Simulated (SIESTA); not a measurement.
Runs of SIESTA 5.4.2 on PbS. Symmetry: Cmcm, No. 63, orthorhombic system. Conventional cell: a = 4.160 Å, b = 11.983 Å, c = 4.279 Å, α = 90.00°, β = 90.00°, γ = 90.00°. Pb (site symmetry m2m) has 5 S at 2.69 to 2.99 Å as nearest neighbours. S (site symmetry m2m) has 5 Pb at 2.69 to 2.99 Å as nearest neighbours. Measurements of this composition are mostly on another form, of space group No. 225.

```csv
task,level,potentials or basis,gap on the mesh (eV),pressure (GPa),largest force (eV/Å)
band structure,AM05,"PseudoDojo 0.4 standard (PBEsol files), DZP (energy shift 0.003 Ry; two zetas on semicore shells)",1.16,-0.4,(b)
band structure,PBEsol,"PseudoDojo 0.4 standard (PBEsol files), DZP (energy shift 0.003 Ry; two zetas on semicore shells)",1.11,(a),0.21
band structure,BLYP,"PseudoDojo 0.4 standard (PBE files), DZP (energy shift 0.003 Ry; two zetas on semicore shells)",1.24,5.8,(c)
band structure,LDA,"PseudoDojo 0.4 standard (LDA files), DZP (energy shift 0.003 Ry; two zetas on semicore shells)",1.07,-2.5,(d)
```

Alike in all rows: no spin polarisation; cell as given; k mesh 7 × 7 × 6; smearing fermi-dirac 0.05 eV; grid cutoff 500 Ry; energy shift 0.003 Ry.

Question: Estimate the missing entries.

Answer: (a) -0.9; (b) 0.17; (c) 0.45; (d) 0.13.

Caveats: spin-orbit coupling is left out, which as a rule narrows the gap of such compounds by several tenths of an eV; the mesh misses the band edges, which the band path finds closer together; the basis of atomic orbitals isn't converged, which shifts pressures, moduli and gaps; the potentials were made for another functional, which shifts forces and pressure (some runs).

A k mesh can miss the band edges, and the runs leave out spin-orbit coupling on Pb.
